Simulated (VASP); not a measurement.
# MgO: relaxed cell and band gap, by functional

MgO, Fm-3m (no. 225), 2 atoms in the cell.

| Functional | Volume (Å³/atom) | Change from the starting volume (fraction) | Gap, path and mesh (eV) | Time (s) |
|---|---|---|---|---|
| OPTX + LYP (libxc) | 9.70 | 0.052 | 4.63 | 15 |
| Wu-Cohen (libxc) | 9.31 | 0.010 | 4.69 | 16 |
| SOGGA11 (libxc) | 9.54 | 0.035 | 4.78 | 19 |
| HCTH/407 (libxc) | 9.72 | 0.054 | 4.79 | 16 |
| PBEint (libxc) | 9.46 | 0.026 | 4.53 | 16 |
| RGE2 (libxc) | 9.53 | 0.034 | 4.49 | 16 |
| HTBS (libxc) | 9.61 | 0.042 | 4.52 | 16 |
| B86 with PBE correlation (libxc) | 9.69 | 0.051 | 4.44 | 16 |

## Input of the first row

INCAR.step1:
```
SYSTEM = MgO
PREC     = Accurate       ! precision mode
ENCUT    = 600            ! plane-wave cutoff, eV
EDIFF    = 1E-7           ! SCF threshold, eV
ISMEAR   = 0              ! smearing method
SIGMA    = 0.02           ! smearing width, eV
LREAL    = .False.        ! projectors in reciprocal space
LASPH    = .True.         ! aspherical terms in the spheres
GGA_COMPAT= .False.      
ALGO     = Normal         ! electronic algorithm
NELM     = 150            ! most SCF steps
ISIF     = 3              ! what is computed and relaxed
LWAVE    = .False.        ! write WAVECAR
LCHARG   = .False.        ! write CHGCAR
GGA      = LIBXC          ! functional
LIBXC1   = GGA_X_OPTX   
LIBXC2   = GGA_C_LYP    
IBRION   = 2              ! ionic algorithm
EDIFFG   = -0.005         ! ionic threshold
NSW      = 60             ! ionic steps
```

INCAR.step2, as INCAR.step1 but for:
```
- NSW = 60
+ NSW = 40
```

INCAR.step3, as INCAR.step2 but for:
```
- ISIF = 3
- IBRION = 2
- EDIFFG = -0.005
- NSW = 40
+ ISIF = 2
+ NBANDS = 11
```

KPOINTS:
```
k-points
0
Gamma
  8 8 8
```

KPOINTS_OPT:
```
path GXWKGLUWLK,UX
8
line-mode
reciprocal
 0.0000000000  0.0000000000  0.0000000000  G
 0.5000000000  0.0000000000  0.5000000000  X

 0.5000000000  0.0000000000  0.5000000000  X
 0.5000000000  0.2500000000  0.7500000000  W

 0.5000000000  0.2500000000  0.7500000000  W
 0.3750000000  0.3750000000  0.7500000000  K

 0.3750000000  0.3750000000  0.7500000000  K
 0.0000000000  0.0000000000  0.0000000000  G

 0.0000000000  0.0000000000  0.0000000000  G
 0.5000000000  0.5000000000  0.5000000000  L

 0.5000000000  0.5000000000  0.5000000000  L
 0.6250000000  0.2500000000  0.6250000000  U

 0.6250000000  0.2500000000  0.6250000000  U
 0.5000000000  0.2500000000  0.7500000000  W

 0.5000000000  0.2500000000  0.7500000000  W
 0.5000000000  0.5000000000  0.5000000000  L

 0.5000000000  0.5000000000  0.5000000000  L
 0.3750000000  0.3750000000  0.7500000000  K

 0.6250000000  0.2500000000  0.6250000000  U
 0.5000000000  0.0000000000  0.5000000000  X
```

POSCAR.step1:
```
MgO
1.0
    0.0000000000      2.0970013927      2.0970013927
    2.0970013927      0.0000000000      2.0970013927
    2.0970013927      2.0970013927      0.0000000000
Mg O
1 1
Direct
    0.0000000000      0.0000000000      0.0000000000
    0.5000000000      0.5000000000      0.5000000000
```

Commands (each step's output is kept before the next begins):
```
cat potpaw_PBE.64/Mg/POTCAR potpaw_PBE.64/O/POTCAR > POTCAR
cp INCAR.step1 INCAR
cp POSCAR.step1 POSCAR
mpirun -np 1 vasp_std > vasp.out
cp CONTCAR POSCAR
rm WAVECAR CHG
cp INCAR.step2 INCAR
mpirun -np 1 vasp_std > vasp.out
cp CONTCAR POSCAR
rm WAVECAR CHG
cp INCAR.step3 INCAR
mpirun -np 1 vasp_std > vasp.out
```

Changes of the last row against the first:
```
(all steps)
- LIBXC1 = GGA_X_OPTX
- LIBXC2 = GGA_C_LYP
+ LIBXC1 = GGA_X_B86
+ LIBXC2 = GGA_C_PBE
```

VASP 6.6.1 took 15 s on 1 core (Intel Xeon 6975P-C (Granite Rapids)), a shared host.
